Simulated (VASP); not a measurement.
# MoS2 (P6_3/mmc) in VASP: notebook, part 2 of 2

VASP 6.6.1. Earlier steps stand in the parts before.

### Step 4. Single point, PBE+D3(BJ)

This run uses another cell than the first one: it holds 6 atoms, not 3.

Input file INCAR:

```
SYSTEM = MoS2
ALGO = Fast
EDIFF = 1E-6
ENCUT = 520
GGA = PE
ISIF = 2
ISMEAR = 0
IVDW = 12
LASPH = .True.
LCHARG = .False.
LREAL = .False.
LWAVE = .False.
NBANDS = 35
NELM = 100
PREC = Accurate
SIGMA = 0.02
```

Input file KPOINTS:

```
k-points
0
Gamma
  12 12 4
  0 0 0
```

Input file POSCAR:

```
MoS2
1.0
    3.1491697115      0.0000000000      0.0000000000
   -1.5745848558      2.7272609710      0.0000000000
    0.0000000000      0.0000000000     12.0898517008
Mo S
2 4
Direct
    0.3333333333      0.6666666667      0.2500000000
    0.6666666667      0.3333333333      0.7500000000
    0.3333333333      0.6666666667      0.6204901692
    0.6666666667      0.3333333333      0.1204901692
    0.3333333333      0.6666666667      0.8795098308
    0.6666666667      0.3333333333      0.3795098308
```

Potentials or basis: VASP PAW PBE potentials, release 64 (Mo_sv, S).

Started as:

```
cat potpaw_PBE.64/Mo_sv/POTCAR potpaw_PBE.64/S/POTCAR > POTCAR
mpirun -np 1 vasp_std > vasp.out
```

OUTCAR:

```text
SYSTEM = MoS2
   EDIFF = 1E-6
   ENCUT = 520
   GGA = PE
   ISIF = 2
   ISMEAR = 0
   IVDW = 12
   LASPH = .True.
   LREAL = .False.
   NELM = 100
   PREC = Accurate
 IVDW          = 12

 ion  position               nearest neighbor table
   1  0.333  0.667  0.250-   4 2.40   6 2.40   4 2.40   6 2.40   4 2.40   6 2.40
   2  0.667  0.333  0.750-   3 2.40   5 2.40   3 2.40   5 2.40   3 2.40   5 2.40
   3  0.333  0.667  0.620-   2 2.40   2 2.40   2 2.40
   4  0.667  0.333  0.120-   1 2.40   1 2.40   1 2.40
   5  0.333  0.667  0.880-   2 2.40   2 2.40   2 2.40
   6  0.667  0.333  0.380-   1 2.40   1 2.40   1 2.40

  LATTYP: Found a hexagonal cell.
 ALAT       =     3.1491697115
 C/A-ratio  =     3.8390600725

  Lattice vectors:

 A1 = (   3.1491697115,   0.0000000000,   0.0000000000)
 A2 = (  -1.5745848558,   2.7272609710,   0.0000000000)
 A3 = (   0.0000000000,   0.0000000000,  12.0898517008)

Analysis of symmetry for initial positions (statically):
=====================================================================
 Subroutine PRICEL returns:
 Original cell was already a primitive cell.

 Routine SETGRP: Setting up the symmetry group for a
 hexagonal supercell.

 Subroutine GETGRP returns: Found 24 space group operations
 (whereof 12 operations were pure point group operations)
 out of a pool of 24 trial point group operations.

The static configuration has the point symmetry D_3d.
 The point group associated with its full space group is D_6h.

Analysis of symmetry for dynamics (positions and initial velocities):
=====================================================================
 Subroutine PRICEL returns:
 Original cell was already a primitive cell.

 Routine SETGRP: Setting up the symmetry group for a
 hexagonal supercell.

 Subroutine GETGRP returns: Found 24 space group operations
 (whereof 12 operations were pure point group operations)
 out of a pool of 24 trial point group operations.

The dynamic configuration has the point symmetry D_3d.
 The point group associated with its full space group is D_6h.

 Subroutine INISYM returns: Found 24 space group operations
 (whereof 12 operations are pure point group operations),
 and found     1 'primitive' translations

----------------------------------------------------------------------------------------

                                     Primitive cell

  volume of cell :     103.8350

  direct lattice vectors                    reciprocal lattice vectors
     3.149169711  0.000000000  0.000000000     0.317544017  0.183334124  0.000000000
    -1.574584856  2.727260971  0.000000000     0.000000000  0.366668247  0.000000000
     0.000000000  0.000000000 12.089851701     0.000000000  0.000000000  0.082714001

  length of vectors
     3.149169711  3.149169712 12.089851701     0.366668247  0.366668247  0.082714001

  position of ions in fractional coordinates (direct lattice)
     0.333333333  0.666666667  0.250000000
     0.666666667  0.333333333  0.750000000
[... 37 lines left out ...]

 Found     57 irreducible k-points:

 Following reciprocal coordinates:
            Coordinates               Weight
  0.000000  0.000000  0.000000      1.000000
  0.083333  0.000000  0.000000      6.000000
  0.166667  0.000000  0.000000      6.000000
  0.250000  0.000000  0.000000      6.000000
  0.333333  0.000000  0.000000      6.000000
  0.416667  0.000000  0.000000      6.000000
[... 16 lines left out ...]
  0.250000  0.000000  0.250000     12.000000
  0.333333  0.000000  0.250000     12.000000
 [... further k-points ...]
   k-points           NKPTS =     57   k-points in BZ     NKDIM =     57   number of bands    NBANDS=     35
   number of dos      NEDOS =    301   number of ions     NIONS =      6
   total plane-waves  NPLWV =  51840
   dimension x,y,z NGX =    24 NGY =   24 NGZ =   90
   dimension x,y,z NGXF=    48 NGYF=   48 NGZF=  180
   ions per type =               2   4
   NGX,Y,Z   is equivalent  to a cutoff of  12.67, 12.67, 12.38 a.u.
   NGXF,Y,Z  is equivalent  to a cutoff of  25.34, 25.34, 24.75 a.u.
 SYSTEM =  MoS2
   PREC   = accura    normal or accurate (medium, high low for compatibility)
   ISTART =      0    job   : 0-new  1-cont  2-samecut
   ICHARG =      2    charge: 1-file 2-atom 10-const
   ISPIN  =      1    spin polarized calculation?
   LNONCOLLINEAR =      F non collinear calculations
   LSORBIT =      F    spin-orbit coupling
   LASPH  =      T    aspherical Exc in radial PAW
   ENCUT  =  520.0 eV  38.22 Ry    6.18 a.u.   5.86  5.86 22.48*2*pi/ulx,y,z
   NELM   =    100;   NELMIN=  2; NELMDL= -5     # of ELM steps
   EDIFF  = 0.1E-05   stopping-criterion for ELM
   LREAL  =      F    real-space projection
   EDIFFG = 0.1E-04   stopping-criterion for IOM
   NSW    =      0    number of steps for IOM
   IBRION =     -1    ionic relax: 0-MD 1-quasi-New 2-CG
   NFREE  =      0    steps in history (QN), initial steepest desc. (CG)
   ISIF   =      2    stress and relaxation
   ISYM   =      2    0-nonsym 1-usesym 2-fastsym
   POTIM  = 0.5000    time-step for ionic-motion
   TEBEG  =    0.0;   TEEND  =   0.0 temperature during run
   PSTRESS=    0.0 pullay stress
   NELECT =      52.0000    total number of electrons
   NUPDOWN=      -1.0000    fix difference up-down
   EMIN   =  10.00;   EMAX   =-10.00  energy-range for DOS
   EFERMI =   0.00;   METHOD = LEGACY
   ISMEAR =     0;   SIGMA  =   0.02  broadening in eV -4-tet -1-fermi 0-gaus
   EFERMI_NEDOS =   21; number of points for ismear=-14 and -15
   IALGO  =     68    algorithm
   IMIX   =      4    mixing-type and parameters
     AMIX     =   0.40;   BMIX     =  1.00
     AMIX_MAG =   1.60;   BMIX_MAG =  1.00
  volume/ion in A,a.u.               =      17.31       116.79
  Fermi-wavevector in a.u.,A,eV,Ry     =   1.300054  2.456746 22.995754  1.690140
  Thomas-Fermi vector in A             =   2.431278
   LORBIT       =      0    0 simple, 1 ext, 2 COOP (PROOUT), +10 PAW based schemes
   GGA     = PE    functional components
   LHFCALC =     F    Hartree Fock is set to
   AEXX    =    0.0000 exact exchange contribution
   IVDW    =    12    specifies the selected vdW correction
   LEPSILON=     F    determine dielectric tensor
   LRPA    =     F    only Hartree local field effects (RPA)
 non-spin polarized calculation
 RMM-DIIS sequential band-by-band and
 Gauss-broadening in eV      SIGMA  =   0.02
  energy-cutoff  :      520.00
  volume of cell :      103.83
 maximum number of plane-waves:      2820
 NGX is ok and might be reduce to    24

 number of electron      52.0000003 magnetization

 Free energy of the ion-electron system (eV)
  ---------------------------------------------------
  ext. energy  EPLUGINS =         0.00000000
  ---------------------------------------------------
  free energy    TOTEN  =       -43.54501168 eV

  energy without entropy =      -43.54501168  energy(sigma->0) =      -43.54501168

 E-fermi :   8.0954     XC(G=0): -11.0151

 val. band max:        7.9482908378   @ k =   0.0000   0.0000   0.0000
 cond. band min:       8.7484647401   @ k =   0.1667   0.1667   0.0000
 fundamental gap:      0.8001739023
 Fermi energy:         8.0954120731

 k-point     1 :       0.0000    0.0000    0.0000
  band No.  band energies     occupation
      1     -53.5899      2.00000
      2     -53.5899      2.00000
      3     -27.7537      2.00000
      4     -27.7536      2.00000
      5     -27.5121      2.00000
      6     -27.5121      2.00000
[... 901 lines left out ...]
     34      11.5376      0.00000
     35      14.5291      0.00000

 [... further k-points ...]

------------------------ aborting loop because EDIFF is reached ----------------------------------------

 Edisp (eV)   -2.62537

 E8    (eV) :    -1.0586

  FORCE on cell =-STRESS in cart. coord.  units (eV):
  Direction    XX          YY          ZZ          XY          YZ          ZX
  --------------------------------------------------------------------------------------
  -------------------------------------------------------------------------------------
  Total      -0.06459    -0.06459    -0.10043     0.00000     0.00000     0.00000
  in kB      -0.99664    -0.99664    -1.54962     0.00000     0.00000     0.00000
  external pressure =       -1.18 kB  Pullay stress =        0.00 kB

 VOLUME and BASIS-vectors are now :
 -----------------------------------------------------------------------------
  energy-cutoff  :      520.00
  volume of cell :      103.83
      direct lattice vectors                 reciprocal lattice vectors
     3.149169711  0.000000000  0.000000000     0.317544017  0.183334124  0.000000000
    -1.574584856  2.727260971  0.000000000     0.000000000  0.366668247  0.000000000
     0.000000000  0.000000000 12.089851701     0.000000000  0.000000000  0.082714001

 POSITION                                       TOTAL-FORCE (eV/Angst)
 -----------------------------------------------------------------------------------
     -0.00000      1.81817      3.02246        -0.000000      0.000000      0.000000
      1.57458      0.90909      9.06739        -0.000000      0.000000      0.000000
     -0.00000      1.81817      7.50163         0.000000      0.000000      0.009776
      1.57458      0.90909      1.45671         0.000000     -0.000000      0.009776
     -0.00000      1.81817     10.63314         0.000000     -0.000000     -0.009776
      1.57458      0.90909      4.58822         0.000000     -0.000000     -0.009776
 -----------------------------------------------------------------------------------
    total drift:                                0.000000     -0.000000      0.000000

  FREE ENERGIE OF THE ION-ELECTRON SYSTEM (eV)
  ---------------------------------------------------
  free  energy   TOTEN  =       -46.1703866010 eV

  energy  without entropy=      -46.1703866010  energy(sigma->0) =      -46.17038660
```

OSZICAR:

```text
N       E                     dE             d eps       ncg     rms          rms(c)
DAV:   1     0.446291093865E+03    0.44629E+03   -0.29368E+04  4366   0.142E+03
DAV:   2    -0.232941795057E+02   -0.46959E+03   -0.45396E+03  4731   0.371E+02
DAV:   3    -0.459611841219E+02   -0.22667E+02   -0.22238E+02  4827   0.741E+01
DAV:   4    -0.464173116144E+02   -0.45613E+00   -0.45484E+00  4762   0.106E+01
DAV:   5    -0.464255294890E+02   -0.82179E-02   -0.82167E-02  4694   0.144E+00    0.348E+01
RMM:   6    -0.441982060468E+02    0.22273E+01   -0.11289E+01  4139   0.159E+01    0.123E+01
RMM:   7    -0.436950090748E+02    0.50320E+00   -0.21785E+00  4053   0.692E+00    0.866E+00
RMM:   8    -0.435572679135E+02    0.13774E+00   -0.10951E+00  4293   0.505E+00    0.182E+00
RMM:   9    -0.435444089188E+02    0.12859E-01   -0.12062E-01  4598   0.204E+00    0.452E-01
RMM:  10    -0.435446691150E+02   -0.26020E-03   -0.20785E-02  4833   0.754E-01    0.182E-01
RMM:  11    -0.435450280785E+02   -0.35896E-03   -0.44478E-03  4914   0.329E-01    0.103E-01
RMM:  12    -0.435449916077E+02    0.36471E-04   -0.78706E-04  4808   0.152E-01    0.317E-02
RMM:  13    -0.435450089642E+02   -0.17357E-04   -0.17714E-04  5153   0.708E-02    0.129E-02
RMM:  14    -0.435450114462E+02   -0.24820E-05   -0.23677E-05  4861   0.256E-02    0.848E-03
RMM:  15    -0.435450116833E+02   -0.23714E-06   -0.65009E-06  4128   0.128E-02
   1 F= -.46170387E+02 E0= -.46170387E+02  d E =-.618933E-28
```

stdout:

```text
POSCAR found type information on POSCAR MoS
 POSCAR found :  2 types and       6 ions
 scaLAPACK will be used
 LDA part: xc-table for (Slater+PW92), standard interpolation
 POSCAR, INCAR and KPOINTS ok, starting setup
 FFT: planning ... GRIDC
 FFT: planning ... GRID_SOFT
 FFT: planning ... GRID
 WAVECAR not read
 entering main loop
```

Wall time 72 s (1 thread of Intel Xeon 6975P-C (Granite Rapids), shared host); peak memory 0.33 GiB.

Results:

```
Free energy                : -46.1704 eV
Pressure                   : -0.1 GPa
Largest force              : 0.010 eV/Å
Band gap on the k mesh     : 0.80 eV, indirect (least direct gap 1.70 eV)
Dispersion energy per atom : -0.438 eV
```

Forces in eV/Å, atoms in the order of the input:
```
Mo   0.000  0.000  0.000
Mo   0.000  0.000  0.000
S    0.000  0.000  0.010
S    0.000  0.000  0.010
S    0.000  0.000 -0.010
S    0.000  0.000 -0.010
```

Levels at points of the mesh, in eV from the valence-band top:
```csv
k point,band 24,band 25,band 26,band 27,band 28,band 29
"(0.00, 0.00, 0.00)",-1.27,-1.11,0.00,2.09,2.09,2.13
"(0.50, 0.00, 0.00)",-1.52,-1.49,-1.33,1.62,1.68,2.00
"(0.00, 0.00, 0.50)",-2.18,-0.26,-0.26,2.10,2.10,2.10
"(0.50, 0.00, 0.50)",-1.65,-1.40,-1.40,1.65,1.65,2.17
```

### Step 5. Summary

```tsv
potentials or basis	cell	k mesh	dipole correction	gap on the mesh (eV)	largest force (eV/Å)
VASP PAW PBE potentials, release 64 (S, Mo_sv)	equal strain along x and y +0.008, atoms relaxed	12 × 12 × 1	yes	1.67	0.01
VASP PAW PBE potentials, release 64 (S, Mo_sv)	strain along y +0.008, atoms relaxed	12 × 12 × 1	yes	1.73	0.01
VASP PAW PBE potentials, release 64 (Mo_sv, S)	as given	12 × 12 × 4	no	0.80	0.01
```

Alike in all rows: task single point; level PBE+D3(BJ); no spin polarisation; cutoff (eV) 520; smearing gaussian 0.02 eV.

Total energies depend on the potentials used, so only differences within one code and one set of settings carry meaning.

### Step 6. Comparison with measurements

Step 4. Measured gap of MoS2: 1.3 eV (indirect; 300 K; “Multiwavelength excitation Raman Scattering Analysis of bulk and 2 dimensional MoS2: Vibrational properties of atomically thin MoS2 layers”, 2015, arxiv:1506.03228). This calculation gives 0.80 eV (-0.50 eV). Spin-orbit coupling on Mo is left out. The value is that of PBE+D3(BJ) on a finite k mesh, which can miss the band edges, without temperature or zero-point motion. Semilocal functionals fall short of measured gaps as a rule.
